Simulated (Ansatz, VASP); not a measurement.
# Two plane-wave programs on Ca

```
Ca
1.0
     0.00000    2.71037    2.87803
     2.71037    0.00000    2.87803
     2.71037    2.71037    0.00000
Ca
1
Direct
  0.00000 0.00000 0.00000
```

Change from the starting cell: strain -0.030 along x and y, +0.030 along z, atoms carried along.

Alike in both runs: task single point; functional PBE; k mesh 14 × 14 × 14; occupations gaussian, width 0.15 eV; no spin polarisation.

```csv
,VASP,Ansatz
version,VASP 6.6.1,Ansatz 0.2.0
potentials or method,"VASP PAW PBE potentials, release 64 (Ca_sv)","scalar-relativistic, plane waves, PAW"
plane-wave cutoff (eV),520,420
valence electrons in the cell,10,10
```

```tsv
	VASP	Ansatz	Ansatz less VASP
gap on the k mesh at the Fermi level (eV)	none	none	-
pressure (GPa)	0.0	0.0	0.00
largest component of the traceless stress (GPa)	0.41	0.41	-0.001
```

A gap of «none» marks a metal or a gap that the smearing closes.
